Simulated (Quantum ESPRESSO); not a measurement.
# La2O3: equation of state with LDA

La2O3:

```
CELL_PARAMETERS angstrom
3.93078 0.00000 0.00000
-1.96539 3.40415 0.00000
0.00000 0.00000 6.11195
ATOMIC_POSITIONS crystal
La 0.33333 0.66667 0.24624
La 0.66667 0.33333 0.75376
O 0.00000 0.00000 0.00000
O 0.33333 0.66667 0.64589
O 0.66667 0.33333 0.35411
```

The cell is a database's computed one.

```yaml
Program: Quantum ESPRESSO 7.5
Task: equation of state
Functional: LDA
Potentials_or_basis: GBRV 1.5 LDA
Cutoff: 612 eV
Density_cutoff: 4898 eV
k_mesh: 8 × 8 × 5
Occupations: fermi-dirac, width 0.05 eV
Spin: no spin polarisation
```

The equilibrium volume is 15.68 Å³/atom and the bulk modulus at fixed shape and positions is 152 GPa. The pressure derivative of the bulk modulus is 4.3.

Energy against volume, from the lowest point:
| volume (Å³/atom) | energy (meV/atom) |
| --- | --- |
| 15.375 | 2.98 |
| 15.703 | 0.00 |
| 16.030 | 3.44 |
| 16.357 | 12.64 |
| 16.684 | 27.00 |
| 17.011 | 45.97 |
| 17.338 | 69.06 |

All runs of the series together: 7.9 min on 2 threads of Arm Neoverse V2, on a shared host.

Caveat: the cell was scaled at fixed shape and fractional positions, which overstates the stiffness of a crystal with free parameters, most of all of layers and chains. Spin-orbit coupling is left out, which matters for the levels of La.
